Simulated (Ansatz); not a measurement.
Runs of Ansatz 0.2.0 on Ca. The structure is cubic, space group Im-3m (No. 229). Conventional cell: a = 4.480 Å, b = 4.480 Å, c = 4.480 Å, α = 90.00°, β = 90.00°, γ = 90.00°. Ca (site symmetry m-3m) is surrounded by 8 Ca at 3.88 Å. This isn't the form of Ca at room conditions, which is fcc.

| task | level | potentials or basis | spin | fixed moment (μB) | cell | cutoff (eV) | smearing | supercell | phonon path | scf mixing preconditioner | basis error allowed | other keys | gap on the mesh (eV) | pressure (GPa) |
| --- | --- | --- | --- | --- | --- | --- | --- | --- | --- | --- | --- | --- | --- | --- |
| single point | PBE-LYP | all-electron LAPW, scalar-relativistic | off | - | volume scaled by 1.15 | 73 | fermi-dirac 0.025 eV | - | - | - | 0.001 eV/atom | - | none | (a) |
| atomic charges | PBEsol | all-electron LAPW, relativistic spinors | SOC, no magnetisation | - | as given | 75 | fermi-dirac 0.025 eV | - | - | - | 0.002 eV/atom | kpoints.mp_grid.grid = 8 × 8 × 8 | none | -1.5 |
| relaxation of cell and atoms | PBE exchange only | all-electron LAPW, scalar-relativistic | off | - | relaxed from: cell strained at random at fixed volume | - | methfessel-paxton 0.025 eV | - | - | - | 0.002 eV/atom | - | - | 0.0 |
| electrostatic potential | PBEsol+D3(BJ) | all-electron PAW datasets made for the crystal | collinear, ferromagnetic start | - | cell strained at random | 200 | fermi-dirac 0.05 eV | - | - | ldos | - | scf.mixing.preconditioner = ldos | none | -2.4 |

Alike in all rows: k mesh 8 × 8 × 8.

Task: Fill in the values left out.

Result: (a) -2.3.

Caveats: the cell was measured hot, at 740 K (some runs); pairwise dispersion overbinds metals, which lowers pressure and volume (some runs); the starting moments weren't kept (some runs).

A gap of «none» marks a metal or a gap under the smearing width.
